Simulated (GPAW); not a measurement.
## zinc-blende (ZnSe)₁₋ₓ(BeSe)ₓ at x = 0.25: the Se K absorption edge

What does the Se K edge look like in zinc-blende (ZnSe)₁₋ₓ(BeSe)ₓ at x = 0.25?

Method: X-ray absorption from dipole matrix elements to empty bands, plane-wave PAW PBE, in GPAW 26.7.0.

Most raw output is cut from this account.

## (1) Set-up

The cell holds 16 atoms: 6 Zn, 8 Se and 2 Be. Its edges and angles: a = 7.829 Å, b = 7.829 Å, c = 7.829 Å, α = 60.0°, β = 60.0°, γ = 60.0°. 16-atom zinc-blende cell, 2 of 8 Zn sites taken by Be at random, lattice constants typed for the ends and interpolated (Vegard).

## (2) Relaxation

Bond lengths around the absorber set the edge shape, so the atoms are relaxed before any spectrum.

Input file relax.py:

```python
import numpy as np
from ase import Atoms
from ase.parallel import parprint, paropen
from gpaw import GPAW, PW, FermiDirac, Mixer, MixerDif, setup_paths
from ase.optimize import BFGS

atoms = Atoms('ZnSeZnSeZnSeBeSeBeSeZnSeZnSeZnSe',
    cell=[[0, 5.53575, 5.53575],
     [5.53575, 0, 5.53575],
     [5.53575, 5.53575, 0]],
    scaled_positions=[[0.000761, 0.001205, 0.998263],
     [0.125262, 0.12613, 0.127016],
     [0.999369, 0.997436, 0.499064],
     [0.125399, 0.125898, 0.623513],
     [0.999032, 0.503598, 0.997707],
     [0.12446, 0.625505, 0.128334],
     [0.998841, 0.499141, 0.498783],
     [0.126366, 0.625838, 0.625526],
     [0.501151, 0.000761, 1],
     [0.624656, 0.126198, 0.123095],
     [0.500034, 0.003383, 0.498569],
     [0.622201, 0.125308, 0.624674],
     [0.495287, 0.502186, 0.997629],
     [0.623942, 0.625996, 0.124733],
     [0.49828, 0.500719, 0.500799],
     [0.621653, 0.624939, 0.626601]],
    pbc=True)
atoms.calc = GPAW(legacy_gpaw=True, mode=PW(400, force_complex_dtype=True), xc='PBE', setups={},
    kpts={'size': (3, 3, 3), 'gamma': True}, occupations=FermiDirac(0.08),
    charge=0, mixer=Mixer(0.1, 5, 50), maxiter=150,
    convergence={'density': 0.0001, 'eigenstates': 1e-6}, txt='relax.txt')
steps = []
opt = BFGS(atoms, logfile='-')
opt.attach(lambda: steps.append([atoms.get_potential_energy(), float(np.linalg.norm(atoms.get_forces(), axis=1).max())]))
done = opt.run(fmax=0.05, steps=30)
out = dict(done=bool(done), steps=steps, frac=atoms.get_scaled_positions().tolist())
import json
with paropen('out.json', 'w') as f:
    json.dump(out, f)
```

Launch:

```
$ OMP_NUM_THREADS=1 mpirun -n 4 gpaw python relax.py
```

Run time: 3.9 min. Hardware: 4 MPI ranks of Arm Neoverse V2, shared host; peak memory 0.35 GiB; 16 min of CPU time.

In 7 steps the energy fell by 804 meV (energies extrapolated to zero smearing) and the largest force to 0.015 eV/Å. Atom 8 (Se; the text counts from 1, the script from 0) is among those that moved most, by 0.16 Å.

## (3) Ground state of the crystal

The ground state comes first: it tells whether the system has a gap, which decides how the excited electron is treated.

Input file scf.py:

```python
import numpy as np
from ase import Atoms
from ase.parallel import parprint, paropen
from gpaw import GPAW, PW, FermiDirac, Mixer, MixerDif, setup_paths
from gpaw.test import gen
setup_paths.insert(0, '.')
gen('Se', name='nch1s', xcname='PBE', corehole=(1, 0, 0), write_xml=True)
from gpaw.mpi import world
world.barrier()

atoms = Atoms('ZnSeZnSeZnSeBeSeBeSeZnSeZnSeZnSe',
    cell=[[0, 5.53575, 5.53575],
     [5.53575, 0, 5.53575],
     [5.53575, 5.53575, 0]],
    scaled_positions=[[0.0006643, 0.0018634, 0.9989926],
     [0.1465339, 0.1194203, 0.1174604],
     [0.9989532, 0.9996813, 0.4996285],
     [0.1172448, 0.1467466, 0.6169221],
     [0.9987659, 0.501973, 0.0000766],
     [0.1158402, 0.6195288, 0.1473876],
     [0.998421, 0.4998959, 0.500927],
     [0.1171781, 0.6175416, 0.6178542],
     [0.4998056, 0.000408, 0.0000919],
     [0.6181209, 0.1190232, 0.116408],
     [0.4994727, 0.0017322, 0.4984284],
     [0.6167682, 0.1182781, 0.6466625],
     [0.4976035, 0.5012724, 0.9994795],
     [0.6165104, 0.6472828, 0.1171875],
     [0.4996499, 0.5004829, 0.4992875],
     [0.645173, 0.619128, 0.6173535]],
    pbc=True)
atoms.calc = calc = GPAW(legacy_gpaw=True, mode=PW(400, force_complex_dtype=True), xc='PBE', setups={1: 'nch1s'},
    kpts={'size': (3, 3, 3), 'gamma': True}, occupations=FermiDirac(0.05),
    charge=0, mixer=Mixer(0.1, 5, 50), maxiter=150,
    convergence={'density': 0.0001, 'eigenstates': 1e-6}, txt='scf.txt')
energy = atoms.get_potential_energy() + calc.get_reference_energy()
ef = calc.get_fermi_level()
out = dict(energy=energy, fermi=ef, forces=atoms.get_forces().tolist())
parprint(f'all-electron energy {energy:.4f} eV, Fermi level {ef:.4f} eV')
ev = np.array([[calc.get_eigenvalues(k, s) for k in range(len(calc.get_ibz_k_points()))] for s in range(calc.get_number_of_spins())])
out['homo'], out['lumo'], out['counts'] = ev[ev < ef].max(), ev[ev > ef].min(), sorted(set((ev < ef).sum((0, 2)).tolist()))
out['filled'] = (ev[:, 0] < ef).sum(1).tolist()
import json
with paropen('out.json', 'w') as f:
    json.dump(out, f)
```

Launch:

```
$ OMP_NUM_THREADS=1 mpirun -n 4 gpaw python scf.py
```

Wall time 59 s (4 MPI ranks); peak memory 0.35 GiB.

The mesh shows a gap of 1.91 eV. The excited electron is kept all the same, so that all members of the series, with or without a gap, are treated alike.

## (4) Cell without a hole, the energy reference

The photon energy needs a difference of total energies, so the cell and mesh of the coming hole run are first run without a hole.

Changes to scf.py since step 3:

```diff
@@ -32,3 +32,3 @@
 atoms.calc = calc = GPAW(legacy_gpaw=True, mode=PW(400, force_complex_dtype=True), xc='PBE', setups={1: 'nch1s'},
-    kpts={'size': (3, 3, 3), 'gamma': True}, occupations=FermiDirac(0.05),
+    kpts={'size': (3, 3, 3), 'gamma': True}, occupations=FermiDirac(0.02),
     charge=0, mixer=Mixer(0.1, 5, 50), maxiter=150,
```

It took 59 s on 4 MPI ranks; peak memory 0.35 GiB.

Reference energy: -822846.108 eV with the cores included.

## (5) Spectrum with XCH, Se atom 2

The holes are 7.8 Å apart. In GPAW the data set carries the hole's charge, so charge=0 means a charged cell and charge=-1 a neutral one. The excited electron is kept in the cell, where it fills the lowest empty states and screens the hole. After the field has converged, empty bands are computed with the density fixed and the dipole matrix elements are summed.

The absorber has 1 Be at 2.26 Å and 3 Zn at 2.44 Å (distorted tetrahedral).

Input file xas.py:

```python
import numpy as np
from ase import Atoms
from ase.parallel import parprint, paropen
from gpaw import GPAW, PW, FermiDirac, Mixer, MixerDif, setup_paths
from gpaw.test import gen
setup_paths.insert(0, '.')
gen('Se', name='fch1s', xcname='PBE', corehole=(1, 0, 1), write_xml=True)
from gpaw.mpi import world
world.barrier()

atoms = Atoms('ZnSeZnSeZnSeBeSeBeSeZnSeZnSeZnSe',
    cell=[[0, 5.53575, 5.53575],
     [5.53575, 0, 5.53575],
     [5.53575, 5.53575, 0]],
    scaled_positions=[[0.0006643, 0.0018634, 0.9989926],
     [0.1465339, 0.1194203, 0.1174604],
     [0.9989532, 0.9996813, 0.4996285],
     [0.1172448, 0.1467466, 0.6169221],
     [0.9987659, 0.501973, 0.0000766],
     [0.1158402, 0.6195288, 0.1473876],
     [0.998421, 0.4998959, 0.500927],
     [0.1171781, 0.6175416, 0.6178542],
     [0.4998056, 0.000408, 0.0000919],
     [0.6181209, 0.1190232, 0.116408],
     [0.4994727, 0.0017322, 0.4984284],
     [0.6167682, 0.1182781, 0.6466625],
     [0.4976035, 0.5012724, 0.9994795],
     [0.6165104, 0.6472828, 0.1171875],
     [0.4996499, 0.5004829, 0.4992875],
     [0.645173, 0.619128, 0.6173535]],
    pbc=True)
atoms.calc = calc = GPAW(legacy_gpaw=True, mode=PW(400, force_complex_dtype=True), xc='PBE', setups={1: 'fch1s'},
    kpts={'size': (3, 3, 3), 'gamma': True}, occupations=FermiDirac(0.04),
    charge=-1, mixer=Mixer(0.1, 5, 50), maxiter=150,
    convergence={'density': 0.0001, 'eigenstates': 1e-6}, txt='scf.txt')
energy = atoms.get_potential_energy() + calc.get_reference_energy()
ef = calc.get_fermi_level()
out = dict(energy=energy, fermi=ef, forces=atoms.get_forces().tolist())
parprint(f'all-electron energy {energy:.4f} eV, Fermi level {ef:.4f} eV')
ev = np.array([[calc.get_eigenvalues(k, s) for k in range(len(calc.get_ibz_k_points()))] for s in range(calc.get_number_of_spins())])
out['homo'], out['lumo'], out['counts'] = ev[ev < ef].max(), ev[ev > ef].min(), sorted(set((ev < ef).sum((0, 2)).tolist()))
out['filled'] = (ev[:, 0] < ef).sum(1).tolist()

from ase.units import Ha
from gpaw.xas import dipole_matrix_elements
nb = int(calc.get_number_of_electrons() / 2) + 174
top, nb = nb, nb + 8 + nb // 12
nscf = calc.fixed_density(kpts={'size': (4, 4, 4), 'gamma': True}, nbands=nb,
    convergence={'bands': top, 'eigenstates': 5e-3}, maxiter=60, txt='nscf.txt')
cell = atoms.cell.array
ops = [cell.T @ U.T @ np.linalg.inv(cell.T) for U in nscf.wfs.kd.symmetry.op_scc]
filled = [62]  # bands filled in the ground state, by spin
E = np.arange(-6, 30, 0.1)
fwhm = np.interp(E, [4, 25], [2.33, 3.5])
Y, X, zero, highest = 0, 0, 1e9, 1e9
for spin in range(nscf.get_number_of_spins()):
    wfs = nscf.wfs
    mine = wfs.bd.get_slice()  # this rank's bands
    A = dipole_matrix_elements(wfs.setups[1])
    eps = np.zeros((wfs.kd.nibzkpts, nb))
    d = np.zeros((3, A.shape[1], wfs.kd.nibzkpts, nb), complex)
    for kpt in wfs.kpt_u:
        if kpt.s == spin and 1 in kpt.P_ani:
            eps[kpt.k, mine] = kpt.eps_n * Ha
            d[:, :, kpt.k, mine] = (kpt.weight * wfs.nspins / 2) ** 0.5 * np.inner(A, kpt.P_ani[1])
    world.sum(eps)
    world.sum(d)
    T = np.einsum('amkn,bmkn->abkn', d, d.conj()).real
    T = sum(np.einsum('ai,ijkn,bj->abkn', R, T, R) for R in ops) / len(ops)
    empty = np.ones_like(eps, bool) & (np.arange(nb) >= filled[spin])
    zero, highest = min(zero, eps[empty].min()), min(highest, eps[:, top - 1].min())
    lines = [(eps, T, empty)] if spin == 0 else lines + [(eps, T, empty)]
for eps, T, empty in lines:
    f = np.einsum('aakn->akn', T).reshape(3, -1)
    x = eps.ravel() - zero
    w = np.interp(x, E, fwhm) / 2.35482
    g = np.exp(-0.5 * ((E[:, None] - x) / w) ** 2) / (w * (2 * np.pi) ** 0.5)
    Y = Y + (f * empty.ravel()) @ g.T
    X = X + (f * ~empty.ravel()) @ g.T
out.update(E=E.round(2).tolist(), xas=Y.tolist(), xes=X.tolist(), zero=zero, valid=highest - zero, nk=len(eps), nb=nb)
for i in range(0, len(E), 10):
    parprint(f'{E[i]:7.2f}', *(f'{v:10.3e}' for v in Y[:, i]))
import json
with paropen('out.json', 'w') as f:
    json.dump(out, f)
```

Launch:

```
$ OMP_NUM_THREADS=1 mpirun -n 4 gpaw python xas.py
```

The job ended after 5.8 min (4 MPI ranks; peak memory 0.76 GiB).

The Se K spectrum, Se atom 2, excited-electron core hole (neutral cell) (energy from the bottom of the conduction band, which holds the excited electron; intensity scaled to a mean of 1 over the first 20 eV):

| E (eV) | intensity |
| --- | --- |
| -2.0 | 0.00 |
| -1.0 | 0.03 |
| 0.0 | 0.18 |
| 1.0 | 0.63 |
| 2.0 | 1.10 |
| 3.0 | 1.29 |
| 4.0 | 1.41 |
| 5.0 | 1.44 |
| 6.0 | 1.43 |
| 7.0 | 1.44 |
| 8.0 | 1.28 |
| 9.0 | 1.07 |
| 10.0 | 0.84 |
| 11.0 | 0.69 |
| 12.0 | 0.72 |
| 13.0 | 0.82 |
| 14.0 | 0.87 |
| 15.0 | 0.89 |
| 16.0 | 0.88 |
| 17.0 | 0.88 |
| 18.0 | 0.87 |
| 19.0 | 0.83 |
| 20.0 | 0.78 |
| 21.0 | 0.78 |
| 22.0 | 0.84 |
| 23.0 | 0.88 |
| 24.0 | 0.87 |
| 25.0 | 0.87 |
| 26.0 | 0.90 |
| 27.0 | 0.95 |
| 28.0 | 0.95 |

Main maxima below 27 eV (height): 4.6 eV (1.45) and 15.2 eV (0.89). A K edge sees empty p states on the absorber.

The energy difference (zero at 12695 eV) isn't read as a photon energy: for so heavy an absorber the terms left out (the hole's spin, the functional's error) amount to tens of eV or more.

## (6) Cell without a hole, the energy reference

The absorbing element, whose data set is made anew, changes for the next run, so it gets a reference energy of its own.

Changes to scf.py since step 4:

```diff
@@ -6,3 +6,3 @@
 setup_paths.insert(0, '.')
-gen('Se', name='nch1s', xcname='PBE', corehole=(1, 0, 0), write_xml=True)
+gen('Zn', name='nch1s', xcname='PBE', corehole=(1, 0, 0), write_xml=True)
 from gpaw.mpi import world
@@ -31,3 +31,3 @@
     pbc=True)
-atoms.calc = calc = GPAW(legacy_gpaw=True, mode=PW(400, force_complex_dtype=True), xc='PBE', setups={1: 'nch1s'},
+atoms.calc = calc = GPAW(legacy_gpaw=True, mode=PW(400, force_complex_dtype=True), xc='PBE', setups={0: 'nch1s'},
     kpts={'size': (3, 3, 3), 'gamma': True}, occupations=FermiDirac(0.02),
```

Launch:

```
$ OMP_NUM_THREADS=1 mpirun -n 4 gpaw python scf.py
```

Wall time 61 s (4 MPI ranks); peak memory 0.36 GiB; 4.1 min of CPU time.

Reference energy: -822846.108 eV with the cores included.

## (7) Spectrum with XCH, Zn atom 1

The holes are 7.8 Å apart. The excited electron is kept in the cell, where it fills the lowest empty states and screens the hole. After the field has converged, empty bands are computed with the density fixed and the dipole matrix elements are summed.

The absorber has 4 Se at 2.44 Å (tetrahedral).

Changes to xas.py since step 5:

```diff
@@ -6,3 +6,3 @@
 setup_paths.insert(0, '.')
-gen('Se', name='fch1s', xcname='PBE', corehole=(1, 0, 1), write_xml=True)
+gen('Zn', name='fch1s', xcname='PBE', corehole=(1, 0, 1), write_xml=True)
 from gpaw.mpi import world
@@ -31,3 +31,3 @@
     pbc=True)
-atoms.calc = calc = GPAW(legacy_gpaw=True, mode=PW(400, force_complex_dtype=True), xc='PBE', setups={1: 'fch1s'},
+atoms.calc = calc = GPAW(legacy_gpaw=True, mode=PW(400, force_complex_dtype=True), xc='PBE', setups={0: 'fch1s'},
     kpts={'size': (3, 3, 3), 'gamma': True}, occupations=FermiDirac(0.04),
@@ -53,3 +53,3 @@
 E = np.arange(-6, 30, 0.1)
-fwhm = np.interp(E, [4, 25], [2.33, 3.5])
+fwhm = np.interp(E, [4, 25], [1.67, 3.5])
 Y, X, zero, highest = 0, 0, 1e9, 1e9
@@ -58,3 +58,3 @@
     mine = wfs.bd.get_slice()  # this rank's bands
-    A = dipole_matrix_elements(wfs.setups[1])
+    A = dipole_matrix_elements(wfs.setups[0])
     eps = np.zeros((wfs.kd.nibzkpts, nb))
@@ -62,5 +62,5 @@
     for kpt in wfs.kpt_u:
-        if kpt.s == spin and 1 in kpt.P_ani:
+        if kpt.s == spin and 0 in kpt.P_ani:
             eps[kpt.k, mine] = kpt.eps_n * Ha
-            d[:, :, kpt.k, mine] = (kpt.weight * wfs.nspins / 2) ** 0.5 * np.inner(A, kpt.P_ani[1])
+            d[:, :, kpt.k, mine] = (kpt.weight * wfs.nspins / 2) ** 0.5 * np.inner(A, kpt.P_ani[0])
     world.sum(eps)
```

Launch:

```
$ OMP_NUM_THREADS=1 mpirun -n 4 gpaw python xas.py
```

Wall time 5.9 min (4 MPI ranks); peak memory 0.77 GiB.

The Zn K spectrum, Zn atom 1, excited-electron core hole (neutral cell) (energy from the bottom of the conduction band, which holds the excited electron; intensity scaled to a mean of 1 over the first 20 eV):

| E (eV) | isotropic | ε ∥ x | ε ∥ y |
| --- | --- | --- | --- |
| -2.00 | 0.00 | 0.00 | 0.00 |
| -1.25 | 0.00 | 0.00 | 0.00 |
| -0.50 | 0.01 | 0.02 | 0.01 |
| 0.25 | 0.08 | 0.12 | 0.06 |
| 1.00 | 0.28 | 0.43 | 0.21 |
| 1.75 | 0.64 | 0.93 | 0.50 |
| 2.50 | 1.01 | 1.33 | 0.85 |
| 3.25 | 1.35 | 1.55 | 1.25 |
| 4.00 | 1.75 | 1.73 | 1.76 |
| 4.75 | 1.86 | 1.65 | 1.97 |
| 5.50 | 1.54 | 1.37 | 1.63 |
| 6.25 | 1.20 | 1.15 | 1.23 |
| 7.00 | 1.06 | 1.03 | 1.07 |
| 7.75 | 0.99 | 0.93 | 1.03 |
| 8.50 | 0.93 | 0.81 | 0.98 |
| 9.25 | 0.88 | 0.75 | 0.94 |
| 10.00 | 0.88 | 0.76 | 0.94 |
| 10.75 | 0.96 | 0.85 | 1.01 |
| 11.50 | 1.10 | 1.06 | 1.13 |
| 12.25 | 1.24 | 1.27 | 1.22 |
| 13.00 | 1.25 | 1.32 | 1.22 |
| 13.75 | 1.12 | 1.17 | 1.10 |
| 14.50 | 0.96 | 1.00 | 0.94 |
| 15.25 | 0.83 | 0.89 | 0.80 |
| 16.00 | 0.76 | 0.83 | 0.73 |
| 16.75 | 0.74 | 0.79 | 0.72 |
| 17.50 | 0.78 | 0.80 | 0.77 |
| 18.25 | 0.83 | 0.84 | 0.82 |
| 19.00 | 0.83 | 0.85 | 0.82 |
| 19.75 | 0.78 | 0.80 | 0.76 |
| 20.50 | 0.73 | 0.76 | 0.72 |
| 21.25 | 0.73 | 0.74 | 0.73 |
| 22.00 | 0.78 | 0.77 | 0.79 |
| 22.75 | 0.83 | 0.79 | 0.84 |
| 23.50 | 0.85 | 0.81 | 0.87 |
| 24.25 | 0.85 | 0.82 | 0.87 |
| 25.00 | 0.85 | 0.83 | 0.87 |
| 25.75 | 0.86 | 0.83 | 0.88 |
| 26.50 | 0.88 | 0.83 | 0.90 |
| 27.25 | 0.90 | 0.84 | 0.92 |
| 28.00 | 0.91 | 0.88 | 0.92 |

Main maxima below 27 eV (height): 4.6 eV (1.89), 12.6 eV (1.27) and 18.6 eV (0.84). 

The total-energy difference is 9692.68 eV. One term is added: -30.96 eV, since the hole is spin-paired here and a spin-polarised one costs that much less in the free atom (computed apart). The photon energy is then 9661.72 eV. The tabulated edge of the element is 9659 eV. The functional leaves an error of a few eV in such absolute values.

## (8) What came out

```json
{
  "absorber and edge": "Se K, atom 2 of the ground-state input (counted from 1)",
  "surroundings": "1 Be at 2.26 Å and 3 Zn at 2.44 Å (distorted tetrahedral)",
  "highest intensity below 24 eV": "4.6 eV above the zero, height 1.45"
}
```

**Reading.** The Se K edge of atom 2, with 1 Be at 2.26 Å and 3 Zn at 2.44 Å (distorted tetrahedral), has its highest intensity of the first 24 eV at 4.6 eV above the zero, 1.5 times the mean level of the first 20 eV (Gaussian full width 2.33 eV up to 4 eV, rising linearly to 3.5 eV at 25 eV). The script folds with a Gaussian, whereas the core hole's own line is a Lorentzian, so the onset is too steep and the first peak too high.

[Logs are printed without paths, hosts, clocks, repeated set-up lines and the standing remarks that a program may print on its own settings, such as how far it seeks lower states.]

[Hosts, paths, dates, database ids (printed as entryN), source tags and the programs' standing remarks are cut or masked in the printed files.]

[Lists of maxima count a maximum above −3 eV only where it reaches 4 % of the highest in the window and stands out from its surroundings by 2 % of it (1.5 % where it reaches 55 %); shoulders and weaker maxima are passed over, and of the rest the first, up to two pre-edge ones and the few strongest are named.]
